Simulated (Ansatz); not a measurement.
## A sublattice moved along a line in BaTiO₃

Theory: Ansatz, DFT PBE, scalar-relativistic, plane waves, PAW. The runs took a 420 eV cutoff, a Γ-centred 8×8×8 mesh and Gaussian smearing (0.05 eV). Spin–orbit coupling is left out, which matters for the heavy elements here. No spin polarisation. Energies are free energies at this smearing, counted from the undisturbed cell; pressure is positive in compression.

Zero of the scan (relaxed at this level; it needn't be the usual structure):

```yaml
crystal:
  lattice:
    - [4.01925, 0.00000, 0.00000]
    - [0.00000, 4.01925, 0.00000]
    - [0.00000, 0.00000, 4.01925]
  atoms:
    - { symbol: Ba, position: [0.50000, 0.50000, 0.50000] }
    - { symbol: Ti, position: [0.00000, 0.00000, 0.00000] }
    - { symbol: O, position: [0.50000, 0.00000, 0.00000] }
    - { symbol: O, position: [0.00000, 0.50000, 0.00000] }
    - { symbol: O, position: [0.00000, 0.00000, 0.50000] }
```

Every Ba atom is moved by x along the Cartesian unit vector (0.707, -0.707, 0.000); the cell and all other atoms stay fixed.

| x (Å) | ΔE (meV/cell) | force along x on the moved atoms (eV/Å) | pressure (GPa) | gap on the mesh (eV) |
| --- | --- | --- | --- | --- |
| -0.2000 | 117.0 | ? | ? | 1.76 |
| -0.1000 | 28.4 | 0.57 | 0.3 | 1.78 |
| 0.0000 | 0.0 | 0.00 | 0.0 | 1.78 |
| 0.0250 | 1.8 | -0.14 | 0.0 | 1.78 |
| 0.0500 | 7.1 | -0.28 | 0.1 | 1.78 |
| 0.0750 | 15.9 | -0.43 | 0.2 | 1.78 |
| 0.1250 | 44.7 | -0.73 | 0.4 | 1.78 |
| 0.1500 | 64.7 | -0.88 | 0.6 | 1.77 |
| 0.1750 | ? | -1.04 | ? | 1.77 |

By symmetry 0.2000 repeats -0.2000, -0.1500 repeats 0.1500, 0.1000 repeats -0.1000, -0.0500 repeats 0.0500 in energy; the slope of the energy along the path changes sign there.

(1) Give the withheld values.

Results:

(1) force along x on the moved atoms (eV/Å) at x (Å) = -0.2000: 1.21; pressure (GPa) at x (Å) = -0.2000: 1.1; ΔE (meV/cell) at x (Å) = 0.1750: 88.8; pressure (GPa) at x (Å) = 0.1750: 0.8.

Many cubic perovskites lower their energy by tilts or polar distortions; a scan of this one displacement doesn't rule them out.

Cost: 9 runs of about 2.7 core-minutes in all, on Arm Neoverse V2 (shared hosts).